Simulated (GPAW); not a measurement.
# BN (P1) in GPAW: single point with PBE

Aim: the single point of BN with PBE.

Everything below comes from runs of GPAW 26.7.0. Logs are shortened: lines on timing, memory, paths and dates and some standing lists are left out, and cuts for length are marked. The log counts tension as positive stress, the text compression.

## (1) The cell of the first run

The typed cell holds 2 atoms: a = 4.112 Å, b = 2.502 Å, c = 3.713 Å, α = 80.29°, β = 36.85°, γ = 62.86°.

The cell comes from a database or a generator and needn't be the stable form of this composition.

## (2) Single point, PBE (atoms moved at random, drawn with an rms of 0.05 Å)

run.py reads:

```python
from ase.dft.bandgap import bandgap
from ase.io import read, write
from ase.units import GPa
from gpaw import GPAW, PW

atoms = read('BN.xyz')

calc = GPAW(mode=PW(800),
            xc='PBE',
            kpts={'size': (13, 13, 13), 'gamma': True},
            occupations={'name': 'fermi-dirac', 'width': 0.05},
            nbands=11,
            convergence={'density': 1e-05, 'energy': 1e-05},
            maxiter=150,
            txt='gpaw.txt')
atoms.calc = calc
energy = atoms.get_potential_energy()
forces = atoms.get_forces()
stress = atoms.get_stress()
calc.write('gs.gpw')
write('result.traj', atoms)
print(f'Energy: {energy:.6f} eV')
print('Forces (eV/A):')
print(forces.round(4))
print('Stress (GPa):', (stress / GPa).round(3))
print('Fermi level:', round(calc.get_fermi_level(), 4), 'eV')
print(f'Gap: {bandgap(calc)[0]:.4f} eV, direct: {bandgap(calc, direct=True)[0]:.4f} eV')
```

BN.xyz reads:

```xyz
2
Lattice="0.0000000000 3.4953158300 2.1660912400 1.2516321000 0.0000000000 2.1660912400 1.2516321000 3.4953158300 0.0000000000" Properties=species:S:1:pos:R:3 pbc="T T T"
N      1.2819916882      3.4521591654      2.9420739319
B      1.2498898281      3.4874723413      0.0322271055
```

Potentials or basis: GPAW PAW data sets (gpaw-data 1.2.1), pw.

Launch:

```console
> OMP_NUM_THREADS=1 python run.py
```

gpaw.txt:

```text
__  _  _
 | _ |_)|_||  |
 |__||  | ||/\| - 26.7.0

Input parameters:
  mode=PW(ecut=800.0),
  convergence={'density': 1e-05, 'energy': 1e-05},
  kpts=MonkhorstPack(size=(13, 13, 13), gamma=True),
  maxiter=150,
  nbands=11,
  occupations=Occupations(name='fermi-dirac', width=0.05),
  xc=XC(name='PBE')

Diagonalizing LCAO Hamiltonian
Converting LCAO to pw mode

       N

       B

Atoms  # Å, Bohr magnetons
|   | symbol |        x |        y |        z |    initial magnetic moments |
|---|--------|----------|----------|----------|-----------------------------|
| 0 |      N | 1.281992 | 3.452159 | 2.942074 | ( 0.0000,  0.0000,  0.0000) |
| 1 |      B | 1.249890 | 3.487472 | 0.032227 | ( 0.0000,  0.0000,  0.0000) |

Unit cell  # Å
| periodic |        x |        y |        z |  lengths |    angles |
|----------|----------|----------|----------|----------|-----------|
|      yes | 0.000000 | 3.495316 | 2.166091 | 4.112078 | 80.289625 |
|      yes | 1.251632 | 0.000000 | 2.166091 | 2.501706 | 36.845822 |
|      yes | 1.251632 | 3.495316 | 0.000000 | 3.712656 | 62.864553 |

Number of symmetries: 1
Symmetry operations  # r_c * U_cc + t_c -> r_c
|   | kind |            matrix            |
|---|------|------------------------------|
| 0 |  E   |  1, 0, 0,  0, 1, 0,  0, 0, 1 |

BZ-sampling:
  Number of BZ points: 2197
  Number of IBZ points: 1099

  Monkhorst-Pack size: [13, 13, 13]
  Monkhorst-Pack shift: [0, 0, 0]

K-points  # in reciprocal-cell coordinates
|      |                                coordinates |     weight |
|------|--------------------------------------------|------------|
|    0 | (  0.00000000,   0.00000000,   0.00000000) | 0.00045517 |
|    1 | (  0.00000000,   0.00000000,   0.07692308) | 0.00091033 |
|    2 | (  0.00000000,   0.00000000,   0.15384615) | 0.00091033 |
|    3 | (  0.00000000,   0.00000000,   0.23076923) | 0.00091033 |
|    4 | (  0.00000000,   0.00000000,   0.30769231) | 0.00091033 |
|    5 | (  0.00000000,   0.00000000,   0.38461538) | 0.00091033 |
|    6 | (  0.00000000,   0.00000000,   0.46153846) | 0.00091033 |
|    7 | (  0.00000000,   0.07692308,  -0.46153846) | 0.00091033 |
|    8 | (  0.00000000,   0.07692308,  -0.38461538) | 0.00091033 |
|    9 | (  0.00000000,   0.07692308,  -0.30769231) | 0.00091033 |
|  ... |                                            |            |
| 1098 | (  0.46153846,   0.46153846,   0.46153846) | 0.00091033 |

Plane wave coefficients: 989
Cutoff: 800.0 eV

Spin-components: 1 (collinear spins)
Bands:           11
Projectors:      10
Spin-degeneracy: 2
Datatype:        complex128

Density:
  Valence electrons: 8.0
  Components: 1
  Grid points: [27 18 25]
  Charge: 0.0  # |e|

Potential:
  Grid points: [27 18 25]

species:
  N:
    name:    Nitrogen
    Z:       7.0
    valence: 5
    core:    2
    charge:  0.0  # [|e|]
    compensation charges:
      type: gauss
      rc: 0.18  # [Å]
      lmax: 2
    cutoffs:
      filter: 1.11  # [Å]
      core: 0.96  # [Å]
    projectors
    | kind |    occ | energy [eV] | rcut [Å] |
    |------|--------|-------------|----------|
    |   2s |  2.000 |     -18.583 |    0.603 |
    |   2p |  3.000 |      -7.089 |    0.529 |
    |    s |        |       8.629 |    0.603 |
    |    p |        |      20.123 |    0.529 |
    |    d |        |       0.000 |    0.577 |

    Using partial waves for N as LCAO basis

  B:
    name:    Boron
    Z:       5.0
    valence: 3
    core:    2
    charge:  0.0  # [|e|]
    compensation charges:
      type: gauss
      rc: 0.20  # [Å]
      lmax: 2
    cutoffs:
      filter: 1.14  # [Å]
      core: 1.38  # [Å]
    projectors
    | kind |    occ | energy [eV] | rcut [Å] |
    |------|--------|-------------|----------|
    |   2s |  2.000 |      -9.443 |    0.635 |
    |   2p |  1.000 |      -3.606 |    0.635 |
    |    s |        |      17.768 |    0.635 |
    |    p |        |      23.605 |    0.635 |
    |    d |        |       0.000 |    0.635 |

    Using partial waves for B as LCAO basis

Reference energy: -2151.211071  # eV

eigensolver:
  PPCG
  Converge bands: occupied
  niter=2

density mixing:
  MSR1-Mixer
  Pratt-step length: 0.05
  Maximum mixing coefficient: 0.75
  Old densities: 10
  SVD Regularization: 0.005
  Good broyden scale: 1.0
  Trust region scale: 1.0
  Backstep threshold: 4.0
  History deletion threshold: 6.0
  Fourier metric: weight=20.0, sigma=0.015

occupation numbers:
  Fermi-Dirac:
    width: 0.0500  # eV

poisson solver:
  ecut: 6400.0  # eV

xc functional:
[... 9 lines left out ...]
|iter     | |      energy | eigst |  dens |
|---------|-|-------------|-------|-------|
|iter:   1| |  -19.198593 | +0.48 |       |
|iter:   2| |  -18.870644 | -1.35 | -0.64 |
|iter:   3| |  -17.618698 | -1.01 | -0.69 |
|iter:   4| |  -17.597404 | -2.42 | -1.33 |
|iter:   5| |  -17.596912 | -3.15 | -1.70 |
|iter:   6| |  -17.597122 | -4.49 | -2.30 |
|iter:   7| |  -17.597125 | -6.11 | -3.44 |
|iter:   8| |  -17.597125c| -7.58c| -3.97 |
|iter:   9| |  -17.597125c| -8.26c| -5.03c|

Converged in 9 steps
Energy contributions relative to reference atoms: (reference = -2151.211071)

Energy contributions:
  Kinetic:          18.065270
  Coulomb:         -18.210879
  Zero:              0.099102
  External:          0.000000
  Xc:              -17.550618
  Entropy:          -0.000000
  Spinorbit:         0.000000
  ----------------------------
  Free energy:     -17.597125
  Extrapolated:    -17.597125

dipole moment: (0.077500, -0.145257, -5.467804)  # |e|*Ang

Fermi level: 4.597
Eigenvalues  # (at kpt = [0.000, 0.000, 0.000])
| band index |      eig [eV] | occ [0-2] |
|------------|---------------|-----------|
|          0 |       -14.214 |     2.000 |
|          1 |        -0.834 |     2.000 |
|          2 |         1.783 |     2.000 |
|          3 |         2.693 |     2.000 |
|          4 |         8.498 |     0.000 |
|          5 |        14.611 |     0.000 |
|          6 |        15.812 |     0.000 |
|          7 |        16.638 |     0.000 |
|          8 |        18.093 |     0.000 |
|          9 |        29.252 |     0.000 |
|         10 |        30.321 |     0.000 |

Gap: 3.722 eV
Transition (v -> c):
  (s=0, k=1064, n=3, [0.46, 0.31, -0.15]) -> (s=0, k=84, n=4, [0.00, 0.46, 0.46])
Direct/indirect transitions are different
Direct gap: 4.654 eV
Transition at: (s=0, k=57, n=3, [0.00, 0.31, 0.38])

Forces  # eV/Ang
|        x |        y |        z |
|----------|----------|----------|
| -1.24975 |  0.44929 | -0.89411 |  # N    0
|  1.24969 | -0.44934 |  0.89414 |  # B    1

Stress tensor  # eV/Ang^3
|         x |         y |         z |
|-----------|-----------|-----------|
| -0.011179 | -0.002337 |  0.020400 |
| -0.002337 | -0.004521 | -0.001419 |
|  0.020400 | -0.001419 | -0.040171 |

# Writing to gs.gpw (mode='')
```

Wall time 3.6 min (1 thread of AMD EPYC 9R14 (Zen 4), shared host); peak memory 0.58 GiB.

Results:

* Free energy: -17.5971 eV
* Pressure: 3.0 GPa
* Largest force: 1.601 eV/Å
* Band gap on the k mesh: 3.72 eV, indirect (least direct gap 4.65 eV)

Forces in eV/Å, atoms in the order of the input:
```
N   -1.250  0.449 -0.894
B    1.250 -0.449  0.894
```

Stress tensor (GPa, compression positive):
```
 1.79  0.37 -3.27
 0.37  0.72  0.23
-3.27  0.23  6.44
```

Caveat: an odd mesh through Γ misses points on the zone boundary, where band edges often lie; the program warned that so skewed a cell can give wrong results.
